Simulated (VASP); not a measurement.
# W in VASP: relaxation of the atoms with PBE

Aim: the relaxation of the atoms of W with PBE.

Everything below comes from runs of VASP 6.6.1. Logs are shortened: lines on timing, memory, paths and dates and some standing lists are left out, and cuts for length are marked.

### Step 1. The slab as given

The cell holds a slab with vacuum, 12 atoms: a = 4.503 Å, b = 4.503 Å, c = 25.111 Å, α = 90.00°, β = 90.00°, γ = 120.00°.

The cell was built by a generator and needn't be a form met in nature.

### Step 2. Relaxation of the atoms, PBE

File INCAR:

```
ALGO = Normal
EDIFF = 1E-6
EDIFFG = -0.02
ENCUT = 520
GGA = PE
IBRION = 2
ISIF = 2
ISMEAR = 1
KPAR = 8
LASPH = True
LCHARG = False
LREAL = False
LWAVE = False
NELM = 100
NSW = 60
PREC = Accurate
SIGMA = 0.2
```

File KPOINTS:

```
k-points
0
Gamma
  10 10 1
```

File POSCAR:

```
W
1.0
    4.5028559826      0.0000000000      0.0000000000
   -2.2514279913      3.8995876705      0.0000000000
    0.0000000000      0.0000000000     25.1105579140
W
12
Direct
    0.3333333333      0.6666666667      0.2986791463
    0.0000000000      0.0000000000      0.3352829379
    0.6666666667      0.3333333333      0.3718867294
    0.3333333333      0.6666666667      0.4084905210
    0.0000000000      0.0000000000      0.4450943126
    0.6666666667      0.3333333333      0.4816981042
    0.3333333333      0.6666666667      0.5183018958
    0.0000000000      0.0000000000      0.5549056874
    0.6666666667      0.3333333333      0.5915094790
    0.3333333333      0.6666666667      0.6281132706
    0.0000000000      0.0000000000      0.6647170621
    0.6666666667      0.3333333333      0.7013208537
```

Potentials or basis: VASP PAW PBE potentials, release 64 (W_sv).

Command:

```console
$ cat potpaw_PBE.64/W_sv/POTCAR > POTCAR
$ mpirun -np 8 vasp_std > vasp.out
```

OUTCAR:

```text
EDIFF = 1E-6
   EDIFFG = -0.02
   ENCUT = 520
   GGA = PE
   IBRION = 2
   ISIF = 2
   ISMEAR = 1
   LASPH = True
   LREAL = False
   NELM = 100
   NSW = 60
   PREC = Accurate

 ion  position               nearest neighbor table
   1  0.333  0.667  0.299-   4 2.76   2 2.76   2 2.76   2 2.76   3 3.18   3 3.18   3 3.18
   2  0.000  0.000  0.335-   5 2.76   3 2.76   3 2.76   3 2.76   1 2.76   1 2.76   1 2.76   4 3.18
                             4 3.18   4 3.18
   3  0.667  0.333  0.372-   2 2.76   2 2.76   2 2.76   4 2.76   4 2.76   4 2.76   6 2.76   1 3.18
                             1 3.18   1 3.18   5 3.18   5 3.18   5 3.18
   4  0.333  0.667  0.408-   1 2.76   3 2.76   3 2.76   5 2.76   5 2.76   5 2.76   3 2.76   7 2.76
                             2 3.18   2 3.18   2 3.18   6 3.18   6 3.18   6 3.18
   5  0.000  0.000  0.445-   2 2.76   4 2.76   6 2.76   4 2.76   6 2.76   6 2.76   4 2.76   8 2.76
                             3 3.18   7 3.18   3 3.18   7 3.18   3 3.18   7 3.18
   6  0.667  0.333  0.482-   7 2.76   5 2.76   7 2.76   5 2.76   5 2.76   7 2.76   3 2.76   9 2.76
                             4 3.18   4 3.18   8 3.18   8 3.18   8 3.18   4 3.18
   7  0.333  0.667  0.518-   6 2.76   8 2.76   6 2.76   8 2.76   8 2.76   6 2.76  10 2.76   4 2.76
                             9 3.18   5 3.18   9 3.18   5 3.18   5 3.18   9 3.18
   8  0.000  0.000  0.555-  11 2.76   9 2.76   7 2.76   7 2.76   9 2.76   9 2.76   7 2.76   5 2.76
                            10 3.18   6 3.18  10 3.18   6 3.18  10 3.18   6 3.18
   9  0.667  0.333  0.592-  12 2.76  10 2.76  10 2.76   8 2.76   8 2.76   8 2.76  10 2.76   6 2.76
                            11 3.18  11 3.18  11 3.18   7 3.18   7 3.18   7 3.18
  10  0.333  0.667  0.628-  11 2.76  11 2.76  11 2.76   9 2.76   9 2.76   9 2.76   7 2.76  12 3.18
                            12 3.18  12 3.18   8 3.18   8 3.18   8 3.18
  11  0.000  0.000  0.665-   8 2.76  10 2.76  10 2.76  10 2.76  12 2.76  12 2.76  12 2.76   9 3.18
                             9 3.18   9 3.18
  12  0.667  0.333  0.701-   9 2.76  11 2.76  11 2.76  11 2.76  10 3.18  10 3.18  10 3.18

  LATTYP: Found a hexagonal cell.
 ALAT       =     4.5028559826
 C/A-ratio  =     5.5765847300

  Lattice vectors:

 A1 = (   4.5028559826,   0.0000000000,   0.0000000000)
 A2 = (  -2.2514279913,   3.8995876705,   0.0000000000)
 A3 = (   0.0000000000,   0.0000000000,  25.1105579140)

Analysis of symmetry for initial positions (statically):
=====================================================================
 Subroutine PRICEL returns:
 Original cell was already a primitive cell.

 Routine SETGRP: Setting up the symmetry group for a
 hexagonal supercell.

 Subroutine GETGRP returns: Found 12 space group operations
 (whereof 12 operations were pure point group operations)
 out of a pool of 24 trial point group operations.

The static configuration has the point symmetry D_3d.

Analysis of symmetry for dynamics (positions and initial velocities):
=====================================================================
 Subroutine PRICEL returns:
 Original cell was already a primitive cell.

 Routine SETGRP: Setting up the symmetry group for a
 hexagonal supercell.

 Subroutine GETGRP returns: Found 12 space group operations
 (whereof 12 operations were pure point group operations)
 out of a pool of 24 trial point group operations.

The dynamic configuration has the point symmetry D_3d.

 Subroutine INISYM returns: Found 12 space group operations
 (whereof 12 operations are pure point group operations),
 and found     1 'primitive' translations

----------------------------------------------------------------------------------------

                                     Primitive cell

  volume of cell :     440.9234

  direct lattice vectors                    reciprocal lattice vectors
     4.502855983  0.000000000  0.000000000     0.222081275  0.128218684  0.000000000
    -2.251427991  3.899587670  0.000000000     0.000000000  0.256437368  0.000000000
     0.000000000  0.000000000 25.110557914     0.000000000  0.000000000  0.039823886

  length of vectors
     4.502855983  4.502855983 25.110557914     0.256437368  0.256437368  0.039823886

  position of ions in fractional coordinates (direct lattice)
     0.333333333  0.666666667  0.298679146
     0.000000000  0.000000000  0.335282938
     0.666666667  0.333333333  0.371886729
     0.333333333  0.666666667  0.408490521
     0.000000000  0.000000000  0.445094313
     0.666666667  0.333333333  0.481698104
     0.333333333  0.666666667  0.518301896
[... 57 lines left out ...]
  0.300000  0.100000  0.000000     12.000000
  0.400000  0.100000  0.000000     12.000000
  0.200000  0.200000  0.000000      6.000000
  0.300000  0.200000  0.000000     12.000000
  0.400000  0.200000  0.000000      6.000000
  0.300000  0.300000  0.000000      6.000000
   k-points           NKPTS =     14   k-points in BZ     NKDIM =     14   number of bands    NBANDS=    100
   number of dos      NEDOS =    301   number of ions     NIONS =     12
   total plane-waves  NPLWV = 248832
   dimension x,y,z NGX =    36 NGY =   36 NGZ =  192
   dimension x,y,z NGXF=    72 NGYF=   72 NGZF=  384
   ions per type =              12
   NGX,Y,Z   is equivalent  to a cutoff of  13.29, 13.29, 12.71 a.u.
   NGXF,Y,Z  is equivalent  to a cutoff of  26.58, 26.58, 25.42 a.u.
 SYSTEM =  unknown system
   PREC   = accura    normal or accurate (medium, high low for compatibility)
   ISTART =      0    job   : 0-new  1-cont  2-samecut
   ICHARG =      2    charge: 1-file 2-atom 10-const
   ISPIN  =      1    spin polarized calculation?
   LNONCOLLINEAR =      F non collinear calculations
   LSORBIT =      F    spin-orbit coupling
   LASPH  =      T    aspherical Exc in radial PAW
   ENCUT  =  520.0 eV  38.22 Ry    6.18 a.u.   8.37  8.37 46.69*2*pi/ulx,y,z
   NELM   =    100;   NELMIN=  2; NELMDL= -5     # of ELM steps
   EDIFF  = 0.1E-05   stopping-criterion for ELM
   LREAL  =      F    real-space projection
   EDIFFG = -.2E-01   stopping-criterion for IOM
   NSW    =     60    number of steps for IOM
   IBRION =      2    ionic relax: 0-MD 1-quasi-New 2-CG
   NFREE  =      1    steps in history (QN), initial steepest desc. (CG)
   ISIF   =      2    stress and relaxation
   ISYM   =      2    0-nonsym 1-usesym 2-fastsym
   POTIM  = 0.5000    time-step for ionic-motion
   TEBEG  =    0.0;   TEEND  =   0.0 temperature during run
   PSTRESS=    0.0 pullay stress
   NELECT =     168.0000    total number of electrons
   NUPDOWN=      -1.0000    fix difference up-down
   EMIN   =  10.00;   EMAX   =-10.00  energy-range for DOS
   EFERMI =   0.00;   METHOD = LEGACY
   ISMEAR =     1;   SIGMA  =   0.20  broadening in eV -4-tet -1-fermi 0-gaus
   EFERMI_NEDOS =   21; number of points for ismear=-14 and -15
   IALGO  =     38    algorithm
   IMIX   =      4    mixing-type and parameters
     AMIX     =   0.40;   BMIX     =  1.00
     AMIX_MAG =   1.60;   BMIX_MAG =  1.00
  volume/ion in A,a.u.               =      36.74       247.96
  Fermi-wavevector in a.u.,A,eV,Ry     =   1.186835  2.242792 19.164847  1.408577
  Thomas-Fermi vector in A             =   2.322999
   LORBIT       =      0    0 simple, 1 ext, 2 COOP (PROOUT), +10 PAW based schemes
   GGA     = PE    functional components
   LHFCALC =     F    Hartree Fock is set to
   AEXX    =    0.0000 exact exchange contribution
   IVDW    =     0    specifies the selected vdW correction
   LEPSILON=     F    determine dielectric tensor
   LRPA    =     F    only Hartree local field effects (RPA)
 conjugate gradient relaxation of ions
 non-spin polarized calculation
 Methfessel and Paxton  Order N= 1 SIGMA  =   0.20
  energy-cutoff  :      520.00
  volume of cell :      440.92
 maximum number of plane-waves:     11939
 NGX is ok and might be reduce to    36
   NGX = 17   NGY = 17   NGZ = 93

--------------------------------------- Ionic step        1  -------------------------------------------

 number of electron     167.9999987 magnetization

 Free energy of the ion-electron system (eV)
  ---------------------------------------------------
  ext. energy  EPLUGINS =         0.00000000
  ---------------------------------------------------
  free energy    TOTEN  =      -146.67402763 eV

  energy without entropy =     -146.64488693  energy(sigma->0) =     -146.66431406

------------------------ aborting loop because EDIFF is reached ----------------------------------------

  FORCE on cell =-STRESS in cart. coord.  units (eV):
  Direction    XX          YY          ZZ          XY          YZ          ZX
  --------------------------------------------------------------------------------------
  -------------------------------------------------------------------------------------
  Total      -12.5830345    -12.5830345    -13.0816815      0.0000000     -0.0000000      0.0000000
  in kB      -45.7228048    -45.7228048    -47.5347315      0.0000000     -0.0000000      0.0000000
  external PRESSURE =     -46.3267803 kB  Pullay stress =       0.0000000 kB
[... 119 lines left out ...]
  FREE ENERGIE OF THE ION-ELECTRON SYSTEM (eV)
  ---------------------------------------------------
  free  energy   TOTEN  =      -147.5259970472 eV

  energy  without entropy=     -147.5316493670  energy(sigma->0) =     -147.52788115

[... ionic steps 4 to 11 ...]

--------------------------------------- Ionic step       12  -------------------------------------------

 number of electron     167.9999978 magnetization

------------------------ aborting loop because EDIFF is reached ----------------------------------------
[... 87 lines left out ...]
--------------------------------------- Ionic step       14  -------------------------------------------

 number of electron     167.9999979 magnetization

 Free energy of the ion-electron system (eV)
  ---------------------------------------------------
  ext. energy  EPLUGINS =         0.00000000
  ---------------------------------------------------
  free energy    TOTEN  =      -147.73512769 eV

  energy without entropy =     -147.75373786  energy(sigma->0) =     -147.74133108

 E-fermi :   2.5677     XC(G=0):  -6.7870

 val. band max:        2.5581098769   @ k =   0.5000   0.0000   0.0000
 cond. band min:       2.5743752488   @ k =   0.3000   0.3000   0.0000
 fundamental gap:      0.0162653719
 Fermi energy:         2.5677040272

 k-point     1 :       0.0000    0.0000    0.0000
  band No.  band energies     occupation
      1     -71.5304      2.00000
      2     -71.5087      2.00000
      3     -71.4871      2.00000
      4     -71.4641      2.00000
      5     -71.4191      2.00000
      6     -71.3771      2.00000
[... 1375 lines left out ...]
     95       4.0855     -0.00000
     96       4.1304     -0.00000
 [bands above 96 left out]

------------------------ aborting loop because EDIFF is reached ----------------------------------------

  FORCE on cell =-STRESS in cart. coord.  units (eV):
  Direction    XX          YY          ZZ          XY          YZ          ZX
  --------------------------------------------------------------------------------------
  -------------------------------------------------------------------------------------
  Total       -3.7499182     -3.7499182     -0.2090878      0.0000000      0.0000000      0.0000000
  in kB      -13.6260276    -13.6260276     -0.7597596      0.0000000      0.0000000      0.0000000
  external PRESSURE =      -9.3372716 kB  Pullay stress =       0.0000000 kB
[... 27 lines left out ...]
  FREE ENERGIE OF THE ION-ELECTRON SYSTEM (eV)
  ---------------------------------------------------
  free  energy   TOTEN  =      -147.7351276949 eV

  energy  without entropy=     -147.7537378608  energy(sigma->0) =     -147.74133108

 reached required accuracy - stopping structural energy minimisation
```

Wall time 20 min (8 MPI ranks of Intel Xeon 6975P-C (Granite Rapids), shared host); peak memory 0.87 GiB.

Results:

```
Free energy                  : -147.7351 eV
Energy gained by relaxing    : 88.4 meV/atom
Ionic steps                  : 14
Largest force after relaxing : 0.016 eV/Å
Band gap on the k mesh       : none (metal or under the smearing width)
```

Forces on the atoms (eV/Å):
```
W    0.000  0.000  0.003
W    0.000  0.000 -0.001
W    0.000  0.000  0.012
W    0.000  0.000 -0.016
W    0.000  0.000  0.010
W    0.000  0.000 -0.005
W    0.000  0.000  0.005
W    0.000  0.000 -0.010
W    0.000  0.000  0.016
W    0.000  0.000 -0.012
W    0.000  0.000  0.001
W    0.000  0.000 -0.003
```

Step by step:
```csv
step,energy change (eV),largest force (eV/Å),pressure (GPa)
1,0.0000,2.6388,-4.63
2,-0.7340,1.1818,-3.21
3,-0.8520,1.2272,-2.00
4,-0.8536,1.0653,-2.16
5,-1.0180,0.5120,-1.68
6,-1.0257,0.4918,-1.52
7,-1.0511,0.1393,-1.59
8,-1.0511,0.1364,-1.59
9,-1.0553,0.1093,-1.39
10,-1.0566,0.1364,-1.22
11,-1.0596,0.0600,-1.10
12,-1.0604,0.0490,-1.02
13,-1.0604,0.0550,-1.01
14,-1.0611,0.0165,-0.93
```

Final structure:
```
W
1.0
     4.50286    0.00000    0.00000
    -2.25143    3.89959    0.00000
     0.00000    0.00000   25.11056
W
12
Direct
  0.33333 0.66667 0.30937
  0.00000 0.00000 0.33837
  0.66667 0.33333 0.36605
  0.33333 0.66667 0.40922
  0.00000 0.00000 0.44361
  0.66667 0.33333 0.48106
  0.33333 0.66667 0.51894
  0.00000 0.00000 0.55639
  0.66667 0.33333 0.59078
  0.33333 0.66667 0.63395
  0.00000 0.00000 0.66163
  0.66667 0.33333 0.69063
```

The run has no spin-orbit coupling, so splittings on W are missing.
